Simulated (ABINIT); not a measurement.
**Beyond one shot: BeTe (F-43m)**

Aim: iterate the self-energy on BeTe (F-43m) and follow the gap from cycle to cycle.

Program: ABINIT 10.8.3. Level of theory: PBE and many-body steps on it, plane waves. Results are calculated unless marked as measured.

**The experiments to reproduce.**

- Gap 2.8 eV: absolute (indirect, Gamma to X) gap, second literature value; film (quoted from earlier experiment) (quoted in “The band structure of BeTe - a combined experimental and theoretical study”, 1997, arxiv:cond-mat/9712266).

- Gap 2.7 eV: absolute (indirect, Gamma to X) gap; bulk crystal (quoted from earlier experiment) (quoted in “The band structure of BeTe - a combined experimental and theoretical study”, 1997, arxiv:cond-mat/9712266).

Report form: the programs' logs are mostly left out.

**1. Set-up**

The structure is cubic, space group F-43m (No. 216). The conventional cell has a = 5.663 Å, b = 5.663 Å, c = 5.663 Å, α = 90.00°, β = 90.00°, γ = 90.00°. Nearest to Be lie 4 Te at 2.45 Å. Nearest to Te lie 4 Be at 2.45 Å. Farther neighbours and most contacts between anions are not listed.

Coordinates:

```cif
data_structure
_symmetry_space_group_name_H-M 'F-43m'
_symmetry_Int_Tables_number 216
_cell_length_a 5.6629
_cell_length_b 5.6629
_cell_length_c 5.6629
_cell_angle_alpha 90.000
_cell_angle_beta 90.000
_cell_angle_gamma 90.000
_cell_volume 181.60
loop_
_atom_site_label
_atom_site_type_symbol
_atom_site_symmetry_multiplicity
_atom_site_Wyckoff_symbol
_atom_site_fract_x
_atom_site_fract_y
_atom_site_fract_z
_atom_site_occupancy
Be1 Be 4 a 0.00000 0.00000 0.00000 1
Te1 Te 4 c 0.25000 0.25000 0.25000 1
```

The cell and positions are those that the Materials Project relaxed with its own functionals (PBE, PBE+U or r2SCAN), kept fixed. Spin-orbit coupling is left out unless a step names it.

**2. Empty states on the mesh, 4×4×4 mesh, 136 bands**

This step: ABINIT 10.8.3; DFT, PBE, plane waves, norm-conserving pseudopotentials.

The sums over transitions need many empty states on a uniform mesh; this step solves for them.

File run.abi:

```
acell 3*1.0 Angstrom
rprim 
  -0.000000000000 2.831458787600 2.831458787600
  2.831458787600 0.000000000000 2.831458787600
  2.831458787600 2.831458787600 0.000000000000
ntypat 2
znucl 4 52
natom 2
typat 1 2
xred 
  0.000000000000 0.000000000000 0.000000000000
  0.750000000000 0.750000000000 0.750000000000
pp_dirpath "pseudos"
pseudos "Be.upf, Te.upf"
ecut 38
ngkpt 4 4 4
nshiftk 1
shiftk 0 0 0
kptopt 1
chksymbreak 0
irdden 1
istwfk *1
nband 136
prtvol 0
optdriver 6
gwr_task "HDIAGO"
paral_kgb 0
occopt 1
indata_prefix "in"
outdata_prefix "out"
tmpdata_prefix "tmp"
```

The run is started by

```sh
> OMP_NUM_THREADS=1 mpirun -n 8 abinit run.abi > log
```

It took 29 s on 8 MPI ranks of Arm Neoverse V2, shared host; peak memory 5.5 GiB; 3.8 min of CPU time.

Numbers from this step:

- gap: 2.028 eV
- k of the valence top: 0, 0, 0
- k of the conduction bottom: 0.5, 0.5, 0
- least direct gap: 3.658 eV
- k points computed: 8
- lowest point of the top converged band, above the valence top: 97.8403 eV

On this mesh the gap is 2.028 eV.

The density comes from a self-consistent run that is not shown.

**3. Screening, 4×4×4 mesh, 128 bands, screening to 163.3 eV**

The RPA dielectric matrix is built and inverted for each q.

This step: RPA screening on PBE, plane waves, norm-conserving pseudopotentials.

run.abi: that of step 2 with these lines changed.

```diff
@@ -20,10 +20,11 @@
 chksymbreak 0
-irdden 1
 istwfk *1
-nband 136
-prtvol 0
-optdriver 6
-gwr_task "HDIAGO"
-paral_kgb 0
 occopt 1
+irdwfk 1
+optdriver 3
+nband 128
+ecuteps 6
+inclvkb 2
+awtr 1
+symchi 1
 indata_prefix "in"
```

The job ended after 12 s (8 MPI ranks; peak memory 1.4 GiB; 99 s of CPU time).

This step gave:

```
ε∞ with local fields, on this mesh, along the program's q direction : 8.981
the same without local fields                                       : 10.26
plasma frequency                                                    : 24.65 eV
plane waves in the screening matrix                                 : 181
```

Local fields lower ε∞ by 12 %. On a Γ-centred mesh this coarse the value itself is usually too large, while a short band sum pulls it down.

**4. G0W0**

The self-energy is evaluated for the states that the input lists, and the levels follow from it, in one-shot runs by the linearised quasiparticle equation.

This step: G0W0 on PBE, plane waves, norm-conserving pseudopotentials.

run.abi: that of step 3 with these lines changed.

```diff
@@ -23,8 +23,17 @@
 irdwfk 1
-optdriver 3
+optdriver 4
 nband 128
+gwcalctyp 0
+ecutsigx 38
+symsigma 1
+nkptgw 2
+kptgw 
+  0.0000000000 0.0000000000 0.0000000000
+  0.5000000000 0.5000000000 0.0000000000
+bdgw 
+  8 13
+  9 12
 ecuteps 6
-inclvkb 2
-awtr 1
-symchi 1
+irdscr 1
+ppmodel 1
 indata_prefix "in"
```

Wall time 4.6 s (8 MPI ranks); peak memory 1.2 GiB; 36 s of CPU time.

Numbers from this step:

```yaml
g0w0_gap_on_the_points_computed: 3.362 eV
starting_gap_on_the_mesh: 2.028 eV
k_of_the_valence_top: 0, 0, 0
k_of_the_conduction_bottom: 0.5, 0.5, 0
z_at_the_valence_top: 0.801
z_at_the_conduction_bottom: 0.814
least_direct_g0w0_gap_on_the_computed_points: 5.269 eV
```

The gap on the mesh goes from 2.03 eV to 3.36 eV, a correction of +1.33 eV.

**5. evGW0, cycle 1**

This step: evGW0 on PBE, plane waves, norm-conserving pseudopotentials.

run.abi: that of step 4 with these lines changed.

```diff
@@ -25,12 +25,24 @@
 nband 128
-gwcalctyp 0
+gwcalctyp 10
 ecutsigx 38
 symsigma 1
-nkptgw 2
+nkptgw 8
 kptgw 
   0.0000000000 0.0000000000 0.0000000000
+  0.2500000000 0.0000000000 0.0000000000
+  0.5000000000 0.0000000000 0.0000000000
+  0.2500000000 0.2500000000 0.0000000000
+  0.5000000000 0.2500000000 0.0000000000
+  -0.2500000000 0.2500000000 0.0000000000
   0.5000000000 0.5000000000 0.0000000000
+  -0.2500000000 0.5000000000 0.2500000000
 bdgw 
-  8 13
-  9 12
+  1 14
+  1 14
+  1 14
+  1 14
+  1 14
+  1 14
+  1 14
+  1 14
 ecuteps 6
```

It took 57 s on 8 MPI ranks; peak memory 2.5 GiB; 7.6 min of CPU time.

This step gave:

```yaml
quasiparticle_gap_on_the_mesh: 3.691 eV
gap_of_the_density_functional_on_the_mesh: 2.028 eV
k_of_the_valence_top: 0, 0, 0
k_of_the_conduction_bottom: 0.5, 0.5, 0
z_at_the_valence_top: 0.801
z_at_the_conduction_bottom: 0.814
least_direct_quasiparticle_gap_on_the_computed_points: 5.498 eV
```

Against G0W0 in ABINIT (4×4×4 mesh, 128 bands, screening to 163.3 eV, Godby-Needs plasmon pole), the gap moves by +0.329 eV. This first cycle still uses the starting levels; it takes the full correction, at all points of the mesh, and its linearised value is 3.362 eV.

**6. evGW0, cycle 2**

The corrected levels of the last cycle go back in.

run.abi: that of step 5 with these lines changed.

```diff
@@ -50,2 +50,3 @@
 ppmodel 1
+irdqps 1
 indata_prefix "in"
```

It took 58 s on 8 MPI ranks; peak memory 2.5 GiB.

Numbers from this step:

```
quasiparticle gap on the mesh                         : 3.524 eV
gap of the density functional on the mesh             : 2.028 eV
k of the valence top                                  : 0, 0, 0
k of the conduction bottom                            : 0.5, 0.5, 0
least direct quasiparticle gap on the computed points : 5.317 eV
```

Against the cycle before, the gap moves by −0.167 eV.

**7. evGW0, cycle 3**

run.abi is that of step 6.

Run time: 57 s. Hardware: 8 MPI ranks; peak memory 2.5 GiB; 7.6 min of CPU time.

This step gave:

* quasiparticle gap on the mesh: 3.541 eV
* gap of the density functional on the mesh: 2.028 eV
* k of the valence top: 0, 0, 0
* k of the conduction bottom: 0.5, 0.5, 0
* least direct quasiparticle gap on the computed points: 5.336 eV

Against the cycle before, the gap moves by +0.017 eV.

**8. evGW0, cycle 4**

run.abi is that of step 7.

Wall time 57 s (8 MPI ranks); peak memory 2.5 GiB; 7.6 min of CPU time.

Numbers from this step:

```
quasiparticle gap on the mesh                         : 3.538 eV
gap of the density functional on the mesh             : 2.028 eV
k of the valence top                                  : 0, 0, 0
k of the conduction bottom                            : 0.5, 0.5, 0
least direct quasiparticle gap on the computed points : 5.333 eV
```

Against the cycle before, the gap moves by −0.003 eV.

**9. Screening, 4×4×4 mesh, 128 bands, screening to 163.3 eV**

This step: RPA screening on PBE, plane waves, norm-conserving pseudopotentials.

File run.abi:

```
acell 3*1.0 Angstrom
rprim 
  -0.000000000000 2.831458787600 2.831458787600
  2.831458787600 0.000000000000 2.831458787600
  2.831458787600 2.831458787600 0.000000000000
ntypat 2
znucl 4 52
natom 2
typat 1 2
xred 
  0.000000000000 0.000000000000 0.000000000000
  0.750000000000 0.750000000000 0.750000000000
pp_dirpath "pseudos"
pseudos "Be.upf, Te.upf"
ecut 38
ngkpt 4 4 4
nshiftk 1
shiftk 0 0 0
kptopt 1
chksymbreak 0
istwfk *1
occopt 1
irdwfk 1
optdriver 3
nband 128
ecuteps 6
inclvkb 2
awtr 1
symchi 1
gwcalctyp 10
mbpt_sciss 1.612 eV
nqptdm 1
qptdm 
  0 0 0
indata_prefix "in"
outdata_prefix "out"
tmpdata_prefix "tmp"
```

Run time: 3.2 s. Hardware: 8 MPI ranks; peak memory 1.4 GiB; 25 s of CPU time.

Numbers from this step:

```
ε∞ with local fields, on this mesh, along the program's q direction : 7.117
the same without local fields                                       : 7.962
plasma frequency                                                    : 24.65 eV
plane waves in the screening matrix                                 : 181
```

This screening uses the functional's bands under a rigid shift, the mean opening of the cycle before.

**10. Screening, 4×4×4 mesh, 128 bands, screening to 163.3 eV**

This step: RPA screening on PBE from quasiparticle energies, plane waves, norm-conserving pseudopotentials.

run.abi: that of step 9 with these lines changed.

```diff
@@ -29,7 +29,13 @@
 symchi 1
+irdqps 1
 gwcalctyp 10
-mbpt_sciss 1.612 eV
-nqptdm 1
+nqptdm 7
 qptdm 
-  0 0 0
+  0.2500000000 0.0000000000 0.0000000000
+  0.5000000000 0.0000000000 0.0000000000
+  0.2500000000 0.2500000000 0.0000000000
+  0.5000000000 0.2500000000 0.0000000000
+  -0.2500000000 0.2500000000 0.0000000000
+  0.5000000000 0.5000000000 0.0000000000
+  -0.2500000000 0.5000000000 0.2500000000
 indata_prefix "in"
```

File mrgscr.stdin:

```
2
merged
q0_SCR
out_SCR
1
```

The run is started by

```sh
> OMP_NUM_THREADS=1 mpirun -n 8 abinit run.abi > log; mrgscr < mrgscr.stdin
```

The job ended after 11 s (8 MPI ranks; peak memory 1.3 GiB).

Numbers from this step:

* plasma frequency: 24.65 eV
* plane waves in the screening matrix: 181

This screening reads the quasiparticle levels of the cycle before.

**11. evGW, cycle 1**

This step: evGW on PBE, plane waves, norm-conserving pseudopotentials.

run.abi: that of step 10 with these lines changed.

```diff
@@ -23,12 +23,10 @@
 irdwfk 1
-optdriver 3
+optdriver 4
 nband 128
-ecuteps 6
-inclvkb 2
-awtr 1
-symchi 1
-irdqps 1
 gwcalctyp 10
-nqptdm 7
-qptdm 
+ecutsigx 38
+symsigma 1
+nkptgw 8
+kptgw 
+  0.0000000000 0.0000000000 0.0000000000
   0.2500000000 0.0000000000 0.0000000000
@@ -40,2 +38,15 @@
   -0.2500000000 0.5000000000 0.2500000000
+bdgw 
+  1 14
+  1 14
+  1 14
+  1 14
+  1 14
+  1 14
+  1 14
+  1 14
+ecuteps 6
+irdscr 1
+ppmodel 1
+irdqps 1
 indata_prefix "in"
```

The run is started by

```sh
> OMP_NUM_THREADS=1 mpirun -n 8 abinit run.abi > log
```

Elapsed: 59 s, on 8 MPI ranks; peak memory 2.5 GiB; 7.8 min of CPU time.

Numbers from this step:

```yaml
quasiparticle_gap_on_the_mesh: 3.762 eV
gap_of_the_density_functional_on_the_mesh: 2.028 eV
k_of_the_valence_top: 0, 0, 0
k_of_the_conduction_bottom: 0.5, 0.5, 0
least_direct_quasiparticle_gap_on_the_computed_points: 5.573 eV
```

Against G0W0 in ABINIT (4×4×4 mesh, 128 bands, screening to 163.3 eV, Godby-Needs plasmon pole), the gap moves by +0.400 eV.

**12. Screening, 4×4×4 mesh, 128 bands, screening to 163.3 eV**

This step: RPA screening on PBE, plane waves, norm-conserving pseudopotentials.

File run.abi:

```
acell 3*1.0 Angstrom
rprim 
  -0.000000000000 2.831458787600 2.831458787600
  2.831458787600 0.000000000000 2.831458787600
  2.831458787600 2.831458787600 0.000000000000
ntypat 2
znucl 4 52
natom 2
typat 1 2
xred 
  0.000000000000 0.000000000000 0.000000000000
  0.750000000000 0.750000000000 0.750000000000
pp_dirpath "pseudos"
pseudos "Be.upf, Te.upf"
ecut 38
ngkpt 4 4 4
nshiftk 1
shiftk 0 0 0
kptopt 1
chksymbreak 0
istwfk *1
occopt 1
irdwfk 1
optdriver 3
nband 128
ecuteps 6
inclvkb 2
awtr 1
symchi 1
gwcalctyp 10
mbpt_sciss 1.871 eV
nqptdm 1
qptdm 
  0 0 0
indata_prefix "in"
outdata_prefix "out"
tmpdata_prefix "tmp"
```

It took 3.2 s on 8 MPI ranks; peak memory 1.4 GiB; 25 s of CPU time.

Numbers from this step:

| Property | Result |
| --- | --- |
| ε∞ with local fields, on this mesh, along the program's q direction | 6.900 |
| the same without local fields | 7.699 |
| plasma frequency | 24.65 eV |
| plane waves in the screening matrix | 181 |

This screening uses the functional's bands under a rigid shift, the mean opening of the cycle before.

**13. Screening, 4×4×4 mesh, 128 bands, screening to 163.3 eV**

This step: RPA screening on PBE from quasiparticle energies, plane waves, norm-conserving pseudopotentials.

run.abi: that of step 12 with these lines changed.

```diff
@@ -29,7 +29,13 @@
 symchi 1
+irdqps 1
 gwcalctyp 10
-mbpt_sciss 1.871 eV
-nqptdm 1
+nqptdm 7
 qptdm 
-  0 0 0
+  0.2500000000 0.0000000000 0.0000000000
+  0.5000000000 0.0000000000 0.0000000000
+  0.2500000000 0.2500000000 0.0000000000
+  0.5000000000 0.2500000000 0.0000000000
+  -0.2500000000 0.2500000000 0.0000000000
+  0.5000000000 0.5000000000 0.0000000000
+  -0.2500000000 0.5000000000 0.2500000000
 indata_prefix "in"
```

mrgscr.stdin is that of step 10.

The run is started by

```sh
> OMP_NUM_THREADS=1 mpirun -n 8 abinit run.abi > log; mrgscr < mrgscr.stdin
```

Elapsed: 11 s, on 8 MPI ranks; peak memory 1.3 GiB.

Numbers from this step:

- plasma frequency: 24.65 eV
- plane waves in the screening matrix: 181

This screening reads the quasiparticle levels of the cycle before.

[end of part 1 of 2]

[Paths, hosts, dates, memory and timing lines, banners, echoed tables and standing remarks are left out of the program output.]

[Logs are printed without paths, hosts, clocks, repeated set-up lines and the standing remarks that a program may print on its own settings, such as how far it seeks lower states.]

[Runs of the session that timed out or met a known fault of the program may be left out.]

[Hosts, paths, dates, database ids (printed as entryN), source tags and the programs' standing remarks are cut or masked in the printed files.]

[G0W0 gaps are taken among the corrected bands and points alone; a level outside them can change the order at an edge.]

[Where Ansatz stands beside ABINIT at settings called matched, ABINIT's density can come from a denser mesh and the files from another edition; pairs whose starting gaps differed by over 0.03 eV were left out, so agreement reads better than it is.]
